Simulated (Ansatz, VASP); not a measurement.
## KBr in VASP and in Ansatz

File INCAR:

```
PREC     = Accurate       # precision mode
ENCUT    = 520            # plane-wave cutoff, eV
EDIFF    = 1E-6           # SCF threshold, eV
ISMEAR   = 0              # smearing method
SIGMA    = 0.02           # smearing width, eV
LREAL    = False          # projectors in reciprocal space
LASPH    = True           # aspherical terms in the spheres
NELM     = 60             # most SCF steps
ALGO     = Normal         # electronic algorithm
ISIF     = 2              # what is computed and relaxed
LWAVE    = False          # write WAVECAR
LCHARG   = False          # write CHGCAR
GGA      = PE             # functional
NBANDS   = 15             # bands
```

Contents of KPOINTS:

```
regular mesh
0
Gamma
  6 6 6
```

POSCAR

```
KBr
1.0
    0.0000000000      3.2467588841      3.2467588841
    3.2467588841      0.0000000000      3.2467588841
    3.2467588841      3.2467588841      0.0000000000
K Br
1 1
Direct
    0.0000000000      0.0000000000      0.0000000000
    0.5000000000      0.5000000000      0.5000000000
```

Input for Ansatz:

```yaml
crystal:
  lattice:
    - [0.0, 3.2467588841, 3.2467588841]
    - [3.2467588841, 0.0, 3.2467588841]
    - [3.2467588841, 3.2467588841, 0.0]
  atoms:
    - { symbol: K, position: [0.0, 0.0, 0.0] }
    - { symbol: Br, position: [0.5, 0.5, 0.5] }
basis:
  ecutwfc: 420
kpoints:
  mp_grid: { grid: [6, 6, 6] }
hamiltonian:
  xc: pbe
scf:
  occupations: { method: gaussian, width: 0.02 }
output:
  forces: true
  stress: true
  eigenvalues: true
```

Alike in both runs: task single point; functional PBE; k mesh 6 × 6 × 6; occupations gaussian, width 0.02 eV; no spin polarisation.

|  | VASP | Ansatz |
| --- | --- | --- |
| version | VASP 6.6.1 | Ansatz 0.2.0 |
| potentials or method | VASP PAW PBE potentials, release 64 (K_sv, Br) | scalar-relativistic, plane waves, PAW |
| plane-wave cutoff (eV) | 520 | 420 |
| valence electrons in the cell | 16 | 16 |

```tsv
	VASP	Ansatz	Ansatz less VASP
gap on the k mesh at the Fermi level (eV)	4.57	4.57	+0.002
least direct gap on the mesh (eV)	4.57	4.57	+0.002
pressure (GPa)	1.7	1.6	-0.05
```

The functional is the same, so the differences come from potentials, cutoffs and numerics.
